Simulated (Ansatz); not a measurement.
# HfB2 under changes of volume

One of the cells (9.905 Å³/atom); the others are scaled copies at fixed shape and fractional positions:

```
Hf B
1.0
     3.14000    0.00000    0.00000
    -1.57000    2.71932    0.00000
     0.00000    0.00000    3.48000
Hf B
1 2
Direct
  0.00000 0.00000 0.00000
  0.66667 0.33333 0.50000
  0.33333 0.66667 0.50000
```

```yaml
Program: Ansatz 0.2.0
Functional: PBEsol
Potentials_or_basis: Ansatz PAW
Cutoff: "420 eV (not typed: the program's choice for these potentials)"
k_mesh: 10 × 10 × 8
Occupations: fermi-dirac, width 0.05 eV
Spin: no spin polarisation
```

| volume (Å³/atom) | energy over the lowest point (meV/atom) | pressure (GPa) |
| --- | --- | --- |
| 9.311 | 16.33 | 12.8 |
| 9.509 | 4.47 | 6.5 |
| 9.707 | 0.00 | 0.8 |
| 9.905 | ? | ? |
| 10.103 | 10.49 | -9.0 |
| 10.301 | 24.28 | -13.2 |
| 10.499 | 43.03 | -17.1 |

**Question.** What does the run at 9.905 Å³/atom give?

**Answer.** Energy over the lowest point 2.22 meV/atom; pressure -4.3 GPa.

Worked out: A Birch-Murnaghan fit of order 3 (a polynomial in V^(-2/3)) to the other rows has its minimum at 9.74 Å³/atom with B0 = V·E''(V) = 262 GPa and B' = 3.9 at fixed shape and positions, which overstates the stiffness. It gives 2.22 meV/atom at 9.905 Å³/atom, against the run's 2.22, and -dE/dV = -4.3 GPa, against -4.3.

Energies are extrapolated to zero smearing.

Caveats: the PAW data sets come from PBE, with cores solved anew for the run's functional, which leaves a small shift of forces and pressure.
